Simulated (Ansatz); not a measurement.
# Te (P3_121) in Ansatz: band structure with HSEsol

Aim: the band structure of Te with HSEsol.

Everything below comes from runs of Ansatz 0.2.0. Logs are shortened: lines on timing, memory, paths and dates and some standing lists are left out, and cuts for length are marked.

**1. Starting point**

Symmetry: P3_121, No. 152, trigonal system. Conventional cell: a = 4.454 Å, b = 4.454 Å, c = 5.924 Å, α = 90.00°, β = 90.00°, γ = 120.00°. Te (site symmetry 2) has 2 Te at 2.86 Å as nearest neighbours.

**2. Band structure, HSEsol**

File input.yaml:

```yaml
crystal:
  lattice:
    - [4.454, 0.0, 0.0]
    - [-2.227, 3.8572771485, 0.0]
    - [0.0, 0.0, 5.924]
  atoms:
    - { symbol: Te, position: [0.731, 0.731, 0.0] }
    - { symbol: Te, position: [0.0, 0.269, 0.6666666667] }
    - { symbol: Te, position: [0.269, 0.0, 0.3333333333] }
hamiltonian:
  xc:
    exchange: hjs_pbesol
    correlation: pbesol
    exx: { coeff: 0.25, omega: 0.207 }
  pseudopotentials: { kind: paw }
kpoints:
  mp_grid: { grid: [4, 4, 3] }
  band_path:
    path:
      - [[0.0, 0.0, 0.0], [0.5, 0.0, 0.0], [0.3333333333, 0.3333333333, 0.0], [0.0, 0.0, 0.0], [0.0, 0.0, 0.5], [0.5, 0.0, 0.5], [0.3333333333, 0.3333333333, 0.5], [0.0, 0.0, 0.5]]
      - [[0.5, 0.0, 0.5], [0.5, 0.0, 0.0]]
      - [[0.3333333333, 0.3333333333, 0.0], [0.3333333333, 0.3333333333, 0.5]]
    npoints: 4
scf:
  occupations: { method: fermi_dirac, width: 0.05 }
  n_extra_bands: 7
output:
  forces: true
  stress: true
  eigenvalues: true
  fatbands: false
  write_density: true
  write_potential: true
  elf: true
  volumetric_format: npy
```

Potentials or basis: Ansatz PAW.

Launch:

```console
$ ansatz run input.yaml --threads 2 --pin off --max-ram 5632MiB --backend cpu --events-out ev --progress --plain --runs-dir out
```

The log of the run:

```text
Warning: output.stress: scf.convergence.dr2_threshold = 1e-7 eV (the SCF's general default) is looser than the 3e-10 eV advised for a printed stress (1e-10 eV for each atom of the cell: 3). What an SCF threshold leaves in a stress goes as its square root, and in the free energy as the threshold itself, and one threshold admits the most on a small cell: of the crystals measured, under no hybrid functional and no lock of the moments, on runs that ended without the residual-converged pass, on stresses that held no estimate of that error, the worst erred by over 100 MPa in a component at 1e-7 eV an atom and by under 5 at 1e-10. Set scf.convergence.dr2_threshold to 3e-10 eV or tighter. The threshold is an SCF's pass mark: one that does not reach it within its budget of iterations ends unconverged, or closes short of it on a stop that the run arms, and scf.convergence.dr2_threshold's page says what that costs each kind of run
Warning: output.stress: scf.exx.energy_threshold = 1e-6 eV is looser than the 3e-8 eV advised for a stress under a hybrid functional (1e-8 eV for each atom of the cell: 3). Every SCF of the exchange loop can meet its threshold on dr2 while the loop round them stops early: no threshold on dr2 bounds what that leaves in the stress. Set scf.exx.energy_threshold to 3e-8 eV or tighter. The threshold is the loop's pass mark: a loop that does not reach it within its budget of cycles ends unconverged, and scf.exx.energy_threshold's page has the law
Warning: RAYON_NUM_THREADS=2 ignored (pool sized by the plan → 2); use --threads N
scf.n_extra_bands = 7 over 24 filled bands (N_el = 48.0): the run solves 31 bands
Engine: ansatz 0.2.0, x86_64-unknown-linux-gnu
Pseudopotentials: kind: paw
Pseudopotential: Te, paw, valence charge 16, recommended cutoff 420 eV (normal), Te.paw.azcp
Functional definition: unnamed
  parameter a_1 = 0.25
  parameter omega_1 = 0.207/angstrom
  exchange = pbe_x(mu = 0.12345679012345678) + (-a_1)*hjs_pbesol_x_sr(omega_1) + a_1*exact_x_sr(omega_1)
  correlation = pbe_c(beta = 0.046)
Crystal: 3 atoms, lattice volume = 101.776 Å³
Basis set: ecut = 420 eV, 1993 PW (Γ), exchange–correlation on 60×60×80 points (8 copies of the dense FFT grid, shifted against one another)
Bands: 31, of which v1, the nominal top of the filled ones, is band 24 counted from 1 (23 counted from 0)
Symmetry: 6 space group operations
Space group: P3121 (ITA 152), of the structure as read, at distance tolerance 4.7e-5 Å
k-points: 9 of 48 (time reversal used)
Non-local potential: Te, projectors of the file, l = 0: 2, l = 1: 2, l = 2: 2, l = 3: 2
PAW form: soft (Blöchl's): semilocal exchange-correlation on the pseudo side does not see the compensation charge
PAW frozen core: Te, regenerated for the run's functional, and the local potential with it (the file was generated under x = pbe(κ = 0.804, μ = 0.2195149727645171), c = pbe(β = 0.06672455060314922))
PAW one-centre angular grid: Te, 590 points (default); XC on 64 Gauss nodes
Initial density: superposition of atomic densities (neutral atoms: chi_scale 0, normalization atom), corrected by the library's trained network
Initial wavefunctions: pseudopotential atomic-orbital guess
[... 30 lines left out ...]
SCF iter   5: F=—  HF=-20781.028906 eV  |F-HF|=—  |Δ(HF+E_count)|=   2.62e-8  Δρ=1.23e-6  dr2=1.92e-9  ethr=1.36e-11  ⟨swp⟩=4.9  Hψ=861  notcnv=0  defer=5
SCF iter   6: F=-20781.028906 eV  HF=-20781.028906 eV  |F-HF|=1.82e-11  |Δ(HF+E_count)|=  5.97e-10  Δρ=2.08e-7  dr2=2.50e-10  ethr=2.73e-12  ⟨swp⟩=3.2  Hψ=558  notcnv=0  defer=1
SCF 3 converged in 6 iterations: F = -20781.028906 eV  dr2 = 2.50e-10
  Residual-converged pass: ⟨swp⟩=3.6  Hψ=702  notcnv=0  max |occ|·‖R‖ = 5.4e-7 eV (tolerance 5.4e-7 eV)  dr2=2.45e-10  dr2_onsite=1.19e-11  max |Δocc| = 9.3e-14
hybrid outer 2: dexx = +1.467e-6 eV, tail = 2.50e-8 eV, Δε = 2.26e-3 eV (about 6.76e-5 eV left of the loop's levels), ΔF = 4.41e-3 eV/Å (tail 7.43e-4)
NSCF: frozen V_eff on 39 k-points
hybrid SCF converged: 2 outer / 12 inner (+3 warm-up), last move |dexx| = 1.47e-6 eV, tail = 2.50e-8 eV
Stability not checked: this state was not tested for a lower state beside it, because the functional holds exact exchange (a hybrid, or Hartree-Fock), whose exchange loop this test does not read (fock_operator; see scf.lower_state_search)
Free energy (F): -20781.028906 eV
Frozen-core exchange: fock
Harris-Foulkes:  -20781.028906 eV  (|F-HF|=1.82e-11)
Internal energy: -20781.028905 eV  (E = F + TS)
E sigma→0 (E₀):  -20781.028905 eV
Entropy (-TS):   -0.000001 eV (-0.000 meV/atom)
Fermi energy:    8.716333 eV
--- Per-component energies (eV) ---
  E_band       = -903.149761
  E_kinetic    = 539.778382
  E_local      = -3825.001222  (includes V_loc(G=0)·N_el)
  E_nonlocal   = -926.386038
  E_hartree    = 2430.182258
  E_xc         = -298.610590
  E_vxc        = -251.042452  (∫ρ·V_xc dr)
  E_exx        = -134.999903  (= α·E_x^exact, valence–valence)
  E_paw        = -13765.992036  (= ΣΔE_a)
  E_vpaw       = -1030.863071  (= ΣTr[D̂ρ^β])
  E_aug_tail   = -0.000563  (compensation charges beyond the density's cutoff)
  E_ewald      = -4800.294125
  E_core_change = 0.294932  (= ΣΔE_core)
  E_smearing   = -0.000001  (= −TS)
  E_closure    = 0.000001  (closes the sum)
  Σ components = -20781.028906   (vs F -20781.028906, Δ=0.00e0)
--- Forces (eV/Å), atoms counted from 1 ---
  atom   1  Te     0.16190014     0.28041926     0.00000000
  atom   2  Te     0.16190014    -0.28041926     0.00000000
  atom   3  Te    -0.32380027     0.00000000     0.00000000
  max |Σ_I F_I| component: 5.55e-17 eV/Å
--- Stress (GPa, compression-positive) ---
       -1.287269       0.000000       0.000000
        0.000000      -1.287269       0.000000
        0.000000       0.000000      -2.388347
  P = ⅓ Tr σ = -1.6543 GPa (-16.543 kbar)
--- Band table (eV; the first three rows and the last of 9) ---
  k-point 0: bands = ["-31.5753", "-31.5753", "-31.5183", "-31.5161", "-31.5161", "-31.4467", "-31.3521", "-31.3495", "-31.3495", "-31.3151", "-31.3125", "-31.3125", "-31.2865", "-31.2624", "-31.2624", "-6.6544", "-2.9425", "-2.9425", "5.0031", "5.4132", "5.4132", "6.4684", "6.4684", "7.3501", "9.8403", "9.8403", "10.4950", "13.9160", "13.9160", "14.9453", "15.3845"]
  k-point 1: bands = ["-31.5969", "-31.5424", "-31.5243", "-31.5227", "-31.4990", "-31.4668", "-31.3530", "-31.3527", "-31.3443", "-31.3146", "-31.3142", "-31.3124", "-31.2775", "-31.2656", "-31.2642", "-6.2080", "-4.9113", "-0.9286", "4.3465", "5.2294", "5.5763", "6.7175", "6.9187", "7.2989", "9.3005", "9.3545", "9.6421", "13.1129", "14.2936", "14.6044", "15.8290"]
  k-point 2: bands = ["-31.5741", "-31.5726", "-31.5185", "-31.5157", "-31.5148", "-31.4477", "-31.3545", "-31.3485", "-31.3474", "-31.3164", "-31.3135", "-31.3107", "-31.2961", "-31.2625", "-31.2557", "-6.1992", "-3.1496", "-2.8122", "3.2504", "4.1093", "4.5953", "6.6917", "7.2672", "7.4228", "9.6504", "9.8820", "10.7507", "12.6582", "14.2762", "15.5401", "16.3731"]
  k-point 8: bands = ["-31.5954", "-31.5387", "-31.5223", "-31.5211", "-31.4980", "-31.4664", "-31.3556", "-31.3525", "-31.3417", "-31.3194", "-31.3121", "-31.3096", "-31.2926", "-31.2731", "-31.2486", "-5.1646", "-4.2576", "-2.5339", "2.6268", "3.2016", "3.8515", "5.7511", "7.3015", "8.0603", "9.5225", "10.4151", "11.5827", "13.7433", "14.4759", "15.7923", "16.7120"]
```

rho_z.tsv:

```text
# z_ang	rho[e/angstrom^3]
# format = ansatz-planar-average/11
# lattice	4.454000000	0.000000000	0.000000000
# lattice	-2.227000000	3.857277148	0.000000000
# lattice	0.000000000	0.000000000	5.924000000
# sites	3
# site	52	1.627937000	2.819669596	0.000000000
# site	52	-0.599063000	1.037607553	3.949333333
# site	52	1.198126000	0.000000000	1.974666667
0.000000	8.886768e-1
0.148100	8.226775e-1
0.296200	6.553125e-1
0.444300	4.594349e-1
0.592400	3.062095e-1
0.740500	2.254511e-1
0.888600	1.983556e-1
1.036700	1.956204e-1
1.184800	2.121753e-1
1.332900	2.713801e-1
1.481000	4.010228e-1
1.629100	5.891855e-1
1.777200	7.750498e-1
1.925300	8.810694e-1
2.073400	8.586631e-1
2.221500	7.182939e-1
2.369600	5.229563e-1
2.517700	3.495612e-1
2.665800	2.447618e-1
2.813900	2.035577e-1
2.962000	1.947730e-1
3.110100	2.035577e-1
3.258200	2.447618e-1
3.406300	3.495612e-1
3.554400	5.229563e-1
3.702500	7.182939e-1
3.850600	8.586631e-1
3.998700	8.810694e-1
4.146800	7.750498e-1
4.294900	5.891855e-1
4.443000	4.010228e-1
4.591100	2.713801e-1
4.739200	2.121753e-1
4.887300	1.956204e-1
5.035400	1.983556e-1
5.183500	2.254511e-1
5.331600	3.062095e-1
5.479700	4.594349e-1
5.627800	6.553125e-1
5.775900	8.226775e-1
```

Run time: 4.8 min. Hardware: 2 threads of AMD EPYC 7R43 (Zen 3), shared host; peak memory 1 GiB.

Results:

| Property | Result |
| --- | --- |
| Free energy | -20781.0289 eV |
| Pressure | -1.7 GPa |
| Largest force | 0.324 eV/Å |
| Band gap along the path | 0.60 eV, direct |

Forces on the atoms (eV/Å):
```
Te   0.162  0.280  0.000
Te   0.162 -0.280  0.000
Te  -0.324  0.000  0.000
```

Levels at the corners of the path, in eV from the valence-band top:
```tsv
point	band 20	band 21	band 22	band 23	band 24	band 25	band 26	band 27	band 28	band 29
Γ	-2.94	-2.94	-1.89	-1.89	-1.00	1.49	1.49	2.14	5.56	5.56
M	-4.84	-4.00	-3.91	-1.13	-0.92	1.27	1.36	3.39	4.44	8.10
K	-4.92	-3.41	-3.41	-3.20	-3.03	3.48	3.48	3.81	5.44	6.51
Γ	-2.94	-2.94	-1.89	-1.89	-1.00	1.49	1.49	2.14	5.56	5.56
A	-2.93	-2.93	-1.55	-1.18	-1.18	0.87	0.91	0.91	4.59	5.89
L	-4.01	-3.97	-2.71	-2.36	-0.21	1.17	2.49	3.12	5.14	5.88
H	-5.58	-5.58	-1.08	0.00	0.00	0.60	1.81	1.81	6.55	7.17
A	-2.93	-2.93	-1.55	-1.18	-1.18	0.87	0.91	0.91	4.59	5.89
L	-4.01	-3.97	-2.71	-2.36	-0.21	1.17	2.49	3.12	5.14	5.88
M	-4.84	-4.00	-3.91	-1.13	-0.92	1.27	1.36	3.39	4.44	8.10
K	-4.92	-3.41	-3.41	-3.20	-3.03	3.48	3.48	3.81	5.44	6.51
H	-5.58	-5.58	-1.08	0.00	0.00	0.60	1.81	1.81	6.55	7.17
```

Caveat: spin-orbit coupling is left out, which moves the levels of the heavy elements; the PAW data sets come from PBE, with cores solved anew for the run's functional, which leaves a small shift of forces and pressure; the thresholds are loose for stress.
